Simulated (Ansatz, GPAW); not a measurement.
## A script for CsBr (GLLB-SC)

These are simulated results from GPAW 26.7.0, not measurements. The cell began as a measured structure and was relaxed with r2SCAN in plane waves (Ansatz 0.2.0). All runs are without spin polarisation.

It is cubic, Pm-3m (No. 221); a = 4.320 Å in the conventional setting, 40.30 Å³ an atom. Around Cs lie 8 Br at 3.74 Å; around Br lie 8 Cs at 3.74 Å.

GLLB-SC is a model potential. Its fundamental gap is the Kohn-Sham gap plus a derivative discontinuity, which the script evaluates at the band edges among the listed k points. Its total energy isn't variational and serves nothing here.

Input script:

```python
import json
from ase import Atoms
from gpaw import GPAW, PW, FermiDirac

atoms = Atoms(['Cs', 'Br'],
              cell=[[4.319601, -0.0, -0.0], [-0.0, 4.319601, -0.0], [-0.0, -0.0, 4.319601]],
              scaled_positions=[[-0.0, 0.0, 0.0], [0.5, 0.5, 0.5]],
              pbc=True)
calc = GPAW(mode=PW(400), xc='GLLBSC', kpts={'size': (4, 4, 4), 'gamma': True},
            occupations=FermiDirac(0.02), maxiter=100, legacy_gpaw=True, txt='gpaw.txt')
atoms.calc = calc
res = {'energy': atoms.get_potential_energy(force_consistent=True)}
res['electrons'] = calc.get_number_of_electrons()
res['k'] = calc.get_ibz_k_points().tolist()
res['levels'] = [calc.get_eigenvalues(kpt=i).tolist() for i in range(len(res['k']))]
points = [[0.0, 0.0, 0.0], [0.0, 0.5, 0.0], [0.5, 0.5, 0.0], [0.5, 0.5, 0.5], [0.0, 0.5, 0.5]]
bands = calc.fixed_density(kpts=points, symmetry='off', nbands=round(res['electrons']) // 2 + 6, convergence={'bands': -2}, txt='bands.txt')
res['points'] = [bands.get_eigenvalues(kpt=i).tolist() for i in range(len(points))]
homo, lumo = bands.get_homo_lumo()
potential = calc.hamiltonian.xc.response.calculate_discontinuity_potential(homo, lumo)
res['discontinuity'] = bands.hamiltonian.xc.response.calculate_discontinuity(potential)
json.dump(res, open('results.json', 'w'))
print('free energy (eV):', round(res['energy'], 5))
```

Command: `python run.py`. It took 9.1 s on 1 thread of Arm Neoverse N1 (shared host), peak memory 0.15 GiB.

The log gpaw.txt, trimmed of paths, versions and times, then the last line on the terminal. An iter line gives the energy in eV and the logarithms of the changes of orbitals (plane waves alone) and density (c: converged):

```
___ ___ ___ _ _ _
 |   |   |_  | | | |

 | | | | | . | | | |

 |__ |  _|___|_____|  26.7.0
 |___|_|

Input parameters:
  kpts: {gamma: True,
         size: (4, 4, 4)}
  maxiter: 100
  mode: {ecut: 400.0,
         name: pw}
  occupations: {fixmagmom: False,
                name: fermi-dirac,
                width: 0.02}
  xc: GLLBSC

System changes: positions, numbers, cell, pbc, initial_charges, initial_magmoms

Initialize ...

species:
  Cs:
    name:    Caesium
    Z:       55.0
    valence: 9
    core:    46
    charge:  0.0  # [|e|]
    compensation charges:
      type: gauss
      rc: 0.33  # [Å]
      lmax: 2
    cutoffs:
      filter: 2.06  # [Å]
      core: 2.51  # [Å]
    projectors
    | kind |    occ | energy [eV] | rcut [Å] |

    |------|--------|-------------|----------|

    |   5s |  2.000 |     -26.300 |    1.164 |

    |   6s |  1.000 |      -2.756 |    1.164 |

    |   5p |  6.000 |     -13.212 |    1.058 |

    |    p |        |      13.999 |    1.058 |

    |    d |        |       0.000 |    1.058 |

    Using partial waves for Cs as LCAO basis

  Br:
    name:    Bromine
    Z:       35.0
    valence: 7
    core:    28
    charge:  0.0  # [|e|]
    compensation charges:
      type: gauss
      rc: 0.35  # [Å]
      lmax: 2
    cutoffs:
      filter: 1.98  # [Å]
      core: 2.38  # [Å]
    projectors
    | kind |    occ | energy [eV] | rcut [Å] |

    |------|--------|-------------|----------|

    |   4s |  2.000 |     -23.401 |    1.111 |

    |   4p |  5.000 |     -11.410 |    1.111 |

    |    s |        |       3.810 |    1.111 |

    |    p |        |      15.801 |    1.111 |

    |    d |        |       0.000 |    1.111 |

    Using partial waves for Br as LCAO basis

Reference energy: -282569.775458  # eV

Spin-paired calculation

Convergence criteria:
 Maximum [total energy] change in last 3 cyles: 0.0005 eV / valence electron
 Maximum integral of absolute [dens]ity change: 0.0001 electrons / valence electron
 Maximum integral of absolute [eigenst]ate change: 4e-08 eV^2 / valence electron
 Maximum number of scf [iter]ations: 100
 (Square brackets indicate name in SCF output, whereas a 'c' in
 the SCF output indicates the quantity has converged.)

Symmetries present (total): 48

  ( 1  0  0)  ( 1  0  0)  ( 1  0  0)  ( 1  0  0)  ( 1  0  0)  ( 1  0  0)
  ( 0  1  0)  ( 0  1  0)  ( 0  0  1)  ( 0  0  1)  ( 0  0 -1)  ( 0  0 -1)
  ( 0  0  1)  ( 0  0 -1)  ( 0  1  0)  ( 0 -1  0)  ( 0  1  0)  ( 0 -1  0)

  ( 1  0  0)  ( 1  0  0)  ( 0  1  0)  ( 0  1  0)  ( 0  1  0)  ( 0  1  0)
  ( 0 -1  0)  ( 0 -1  0)  ( 1  0  0)  ( 1  0  0)  ( 0  0  1)  ( 0  0  1)
  ( 0  0  1)  ( 0  0 -1)  ( 0  0  1)  ( 0  0 -1)  ( 1  0  0)  (-1  0  0)

  ( 0  1  0)  ( 0  1  0)  ( 0  1  0)  ( 0  1  0)  ( 0  0  1)  ( 0  0  1)
  ( 0  0 -1)  ( 0  0 -1)  (-1  0  0)  (-1  0  0)  ( 1  0  0)  ( 1  0  0)
  ( 1  0  0)  (-1  0  0)  ( 0  0  1)  ( 0  0 -1)  ( 0  1  0)  ( 0 -1  0)

  ( 0  0  1)  ( 0  0  1)  ( 0  0  1)  ( 0  0  1)  ( 0  0  1)  ( 0  0  1)
  ( 0  1  0)  ( 0  1  0)  ( 0 -1  0)  ( 0 -1  0)  (-1  0  0)  (-1  0  0)
  ( 1  0  0)  (-1  0  0)  ( 1  0  0)  (-1  0  0)  ( 0  1  0)  ( 0 -1  0)

  ( 0  0 -1)  ( 0  0 -1)  ( 0  0 -1)  ( 0  0 -1)  ( 0  0 -1)  ( 0  0 -1)
[... 3 lines left out ...]
  ( 0  0 -1)  ( 0  0 -1)  ( 0 -1  0)  ( 0 -1  0)  ( 0 -1  0)  ( 0 -1  0)
  (-1  0  0)  (-1  0  0)  ( 1  0  0)  ( 1  0  0)  ( 0  0  1)  ( 0  0  1)
  ( 0  1  0)  ( 0 -1  0)  ( 0  0  1)  ( 0  0 -1)  ( 1  0  0)  (-1  0  0)

  ( 0 -1  0)  ( 0 -1  0)  ( 0 -1  0)  ( 0 -1  0)  (-1  0  0)  (-1  0  0)
  ( 0  0 -1)  ( 0  0 -1)  (-1  0  0)  (-1  0  0)  ( 0  1  0)  ( 0  1  0)
  ( 1  0  0)  (-1  0  0)  ( 0  0  1)  ( 0  0 -1)  ( 0  0  1)  ( 0  0 -1)

  (-1  0  0)  (-1  0  0)  (-1  0  0)  (-1  0  0)  (-1  0  0)  (-1  0  0)
  ( 0  0  1)  ( 0  0  1)  ( 0  0 -1)  ( 0  0 -1)  ( 0 -1  0)  ( 0 -1  0)
  ( 0  1  0)  ( 0 -1  0)  ( 0  1  0)  ( 0 -1  0)  ( 0  0  1)  ( 0  0 -1)

64 k-points: 4 x 4 x 4 Monkhorst-Pack grid + [1/8,1/8,1/8]
10 k-points in the irreducible part of the Brillouin zone
       k-points in crystal coordinates                weights
   0:     0.00000000    0.00000000    0.00000000          1/64
   1:     0.25000000    0.00000000    0.00000000          6/64
   2:     0.25000000    0.25000000    0.00000000         12/64
   3:     0.25000000    0.25000000    0.25000000          8/64
   4:     0.50000000    0.00000000    0.00000000          3/64
   5:     0.50000000    0.25000000    0.00000000         12/64
   6:     0.50000000    0.25000000    0.25000000         12/64
   7:     0.50000000    0.50000000    0.00000000          3/64
   8:     0.50000000    0.50000000    0.25000000          6/64
   9:     0.50000000    0.50000000    0.50000000          1/64

Wave functions: Plane wave expansion
  Cutoff energy: 400.000 eV
  Number of coefficients (min, max): 1419, 1492
  Pulay-stress correction: 0.000000 eV/Ang^3 (de/decut=0.000000)
  Using FFTW library
  ScaLapack parameters: grid=1x1, blocksize=None
  Wavefunction extrapolation:
    Improved wavefunction reuse through dual PAW basis

Occupation numbers: Fermi-Dirac:
  width: 0.0200  # eV

Eigensolver
   Davidson(niter=2)

Densities:
  Coarse grid: 20*20*20 grid
  Fine grid: 40*40*40 grid
  Total Charge: 0.000000

Density mixing:
  Method: separate
  Backend: msr1
  Linear mixing parameter: 0.05
  old densities: 10
  Width of damping distribution: 1.1
  Damping of long wavelength oscillations: 20

Hamiltonian:
  XC and Coulomb potentials evaluated on a 40*40*40 grid
  Using the GLLBSC Exchange-Correlation functional
  External potential:
    NoExternalPotential

XC parameters: GLLBSC functional being used consists of
  -----------------------------------------------------------------------
  | Weight | Module     | Description                                   |

  -----------------------------------------------------------------------
  |  1.000 | SCREENING  | GGA_X_PBE_SOL with 2 nearest neighbor stencil |

  |  1.000 | RESPONSE   | eps=0.0500 eV                                 |

  |  1.000 | XC         | GGA_C_PBE_SOL with 2 nearest neighbor stencil |

  -----------------------------------------------------------------------

Memory estimate:
  Process memory now: 111.37 MiB
  Calculator: 10.89 MiB
    Density: 4.75 MiB
      Arrays: 1.59 MiB
      Localized functions: 1.94 MiB
      Mixer: 1.22 MiB
    Hamiltonian: 1.08 MiB
      Arrays: 1.04 MiB
      XC: 0.00 MiB
      Poisson: 0.00 MiB
      vbar: 0.05 MiB
    Wavefunctions: 5.06 MiB
      Arrays psit_nG: 2.05 MiB
      Eigensolver: 0.33 MiB
      Projections: 0.04 MiB
      Projectors: 2.11 MiB
      PW-descriptor: 0.53 MiB

Total number of cores used: 1

Number of atoms: 2
Number of atomic orbitals: 9
Number of bands in calculation: 9
Number of valence electrons: 16
Bands to converge: occupied

... initialized

Initializing position-dependent things.

Density initialized from atomic densities
Creating initial wave functions:
  9 bands from LCAO basis set

    .----------.
   /|          |

  / |          |

 *  |          |

 |  |   Br     |

 |  .----------.
 | /          /
 |/          /
 Cs---------*
Positions:
   0 Cs     0.000000    0.000000    0.000000    ( 0.0000,  0.0000,  0.0000)
   1 Br     2.159800    2.159800    2.159800    ( 0.0000,  0.0000,  0.0000)

Unit cell:
           periodic     x           y           z      points  spacing
  1. axis:    yes    4.319601   -0.000000   -0.000000    20     0.2160
  2. axis:    yes   -0.000000    4.319601   -0.000000    20     0.2160
  3. axis:    yes   -0.000000   -0.000000    4.319601    20     0.2160

  Lengths:   4.319601   4.319601   4.319601
  Angles:   90.000000  90.000000  90.000000

Effective grid spacing dv^(1/3) = 0.2160

iter:   1    -8.878450
iter:   2    -6.777161   -1.01  -1.10
iter:   3    -8.667001   -1.06  -1.15
iter:   4    -6.679074   -1.57  -1.07
iter:   5    -6.758282   -2.01  -1.20
iter:   6    -6.484306   -2.31  -1.09
iter:   7    -6.346796   -2.58  -1.31
iter:   8    -6.373980   -3.90  -2.35
iter:   9    -6.389219   -4.34  -2.34
iter:  10    -6.375581   -4.71  -2.83
iter:  11    -6.375207   -5.40  -2.86
iter:  12    -6.376069c  -6.62  -3.71
iter:  13    -6.376299c  -7.56c -4.46c

Converged after 13 iterations.

Energy contributions relative to reference atoms: (reference = -282569.775458)

Kinetic:         +8.932748
Potential:       -7.509637
External:        +0.000000
XC:              -7.819628
Entropy (-ST):   -0.000000
Local:           +0.020218
SIC:             +0.000000
--------------------------
Free energy:     -6.376299
Extrapolated:    -6.376299

GLLBSC response reference energy: -0.19007 eV (from HOMO)

Showing only first 2 kpts
 Kpt  Band  Eigenvalues  Occupancy
  0     6     -0.19072    2.00000
  0     7     -0.19072    2.00000
  0     8      5.51425    0.00000

  1     6     -0.28931    2.00000
  1     7     -0.28931    2.00000
  1     8      6.70658    0.00000

Fermi level: 2.02450

Gap: 5.705 eV
Transition (v -> c):
  (s=0, k=0, n=7, [0.00, 0.00, 0.00]) -> (s=0, k=0, n=8, [0.00, 0.00, 0.00])
No difference between direct/indirect transitions

free energy (eV): -6.3763
```

The gap in the log is over the mesh alone; results.json adds the listed points. GLLB-SC gives a gap of 8.20 eV (5.705 eV Kohn-Sham over the listed points plus 2.498 eV discontinuity). On the same cell, plane-wave PBE (Ansatz, 6×6×6 k points and the special points) gives a gap of 4.44 eV and r2SCAN a gap of 5.20 eV; on shared hosts these took about 3 and 7.8 core-seconds on the 2-atom cell, against 9.1 for the script. Spin-orbit coupling, left out in all these runs, can cut or reorder the gap by tenths of an eV, up to about 1 eV with Pb or Bi.

The runs are scalar-relativistic, without spin-orbit coupling.
